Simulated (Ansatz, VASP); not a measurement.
## AlN in VASP and in Ansatz

INCAR

```
SYSTEM = AlN
PREC = Accurate ; ENCUT = 520
EDIFF = 1E-7 ; ISMEAR = 0
SIGMA = 0.01 ; LREAL = .False.
LASPH = .True. ; NELM = 80
ALGO = Normal ; ISIF = 2
LWAVE = .False. ; LCHARG = .True.
GGA = CA ; LELF = .True.
LVHAR = .True. ; NBANDS = 16
```

KPOINTS

```
regular mesh
0
Gamma
  8 8 4
  0 0 0
```

The input POSCAR:

```
AlN
1.0
    3.0797840034      0.0000000000      0.0000000000
   -1.5398920017      2.6671711852      0.0000000000
    0.0000000000      0.0000000000      4.9256357561
Al N
2 2
Direct
    0.3333333333      0.6666666667     -0.0010809169
    0.6666666667      0.3333333333      0.4989190831
    0.3333333333      0.6666666667      0.3810809169
    0.6666666667      0.3333333333      0.8810809169
```

Input for Ansatz:

```yaml
crystal:
  lattice:
    - [3.07978400344, 0.0, 0.0]
    - [-1.53989200172, 2.66717118515, 0.0]
    - [0.0, 0.0, 4.92563575614]
  atoms:
    - { symbol: Al, position: [0.333333333333, 0.666666666667, -0.001080916947] }
    - { symbol: Al, position: [0.666666666667, 0.333333333333, 0.498919083053] }
    - { symbol: "N", position: [0.333333333333, 0.666666666667, 0.381080916947] }
    - { symbol: "N", position: [0.666666666667, 0.333333333333, 0.881080916947] }
kpoints:
  mp_grid: { grid: [8, 8, 4] }
scf:
  occupations: { method: fixed }
  convergence: { dr2_threshold: 1.0e-10 }
hamiltonian:
  xc: lda
  pseudopotentials: { kind: all_electron, lapw: { basis_error: 0.0005 } }
output:
  forces: true
  stress: true
  eigenstates:
    kpoints:
      - [0.0, 0.0, 0.0]
      - [0.5, -0.5, -0.334263829]
      - [0.0, 0.5, -0.334263829]
      - [0.5, 0.0, -0.334263829]
      - [-0.666666667, 0.333333333, 0.0]
      - [0.0, 0.0, -0.5]
      - [-0.5, 0.0, 0.0]
      - [-0.5, 0.5, 0.0]
      - [0.0, -0.5, 0.0]
      - [-0.5, 0.0, -0.5]
      - [-0.5, 0.5, -0.5]
      - [0.0, -0.5, -0.5]
  eigenvalues: true
```

Alike in both runs: task single point; functional LDA; k mesh 8 × 8 × 4; no spin polarisation.

|  | VASP | Ansatz |
| --- | --- | --- |
| version | VASP 6.6.1 | Ansatz 0.2.0 |
| potentials or method | VASP PAW LDA potentials, release 64 (Al, N) | all-electron LAPW, scalar-relativistic |
| plane-wave cutoff (eV) | 520 | see its input |
| occupations | gaussian, width 0.01 eV | fixed |

|  | VASP | Ansatz | Ansatz less VASP |
| --- | --- | --- | --- |
| gap on the k mesh at the Fermi level (eV) | 4.50 | 4.50 | -0.007 |
| pressure (GPa) | 2.7 | 2.0 | -0.66 |

Ansatz ran all-electron here, so the differences hold the error of VASP's frozen core and of both bases.
